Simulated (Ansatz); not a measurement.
Base system: Li2O in the anti-fluorite structure (space group Fm-3m, No. 225).

```xyz
3
Lattice="0.0000 2.2864 2.2864 2.2864 0.0000 2.2864 2.2864 2.2864 0.0000" Properties=species:S:1:pos:R:3 pbc="T T T"
O      0.0000     0.0000     0.0000
Li     1.1432     1.1432     1.1432
Li     3.4296     3.4296     3.4296
```

Cartesian axes are those of the cell as printed.

Calculations: r2SCAN, PAW, 500 eV (Ansatz, a first-principles code; spin-orbit coupling left out).

Strains are applied to the cell and any free atomic positions relax; under biaxial strain the out-of-plane vector relaxes too.

One change was made to it. Results:

The valence-band top at Γ (three highest levels, from the VBM) becomes 0.00, -0.07, -0.07 eV (base: 0.00, 0.00, 0.00 eV); the energy rises by 4.4 meV/atom; the pressure (mean of the normal stresses, compression positive) falls by 2.904 GPa, from 0.01 GPa to -2.90 GPa.

**Question.** Which change produced these results?
A) uniaxial strain ε_zz = +0.74 %
B) biaxial strain +1.98 %, plane normal [001], relaxed out of plane
C) strain tensor (xx, yy, zz, yz, xz, xy) = (+0.02, −1.47, +0.56, −0.79, −0.83, +0.76) %

**Answer.** B, biaxial strain +1.98 %, plane normal [001], relaxed out of plane. For comparison, the valence-band top at Γ in the other runs: strain tensor (xx, yy, zz, yz, xz, xy) = (+0.02, −1.47, +0.56, −0.79, −0.83, +0.76) % gives 0.00, -0.04, -0.10 eV; uniaxial strain ε_zz = +0.74 % gives 0.00, 0.00, -0.02 eV.

The levels and masses belong to the bands next to the band gap. Stability against distortions was not tested.
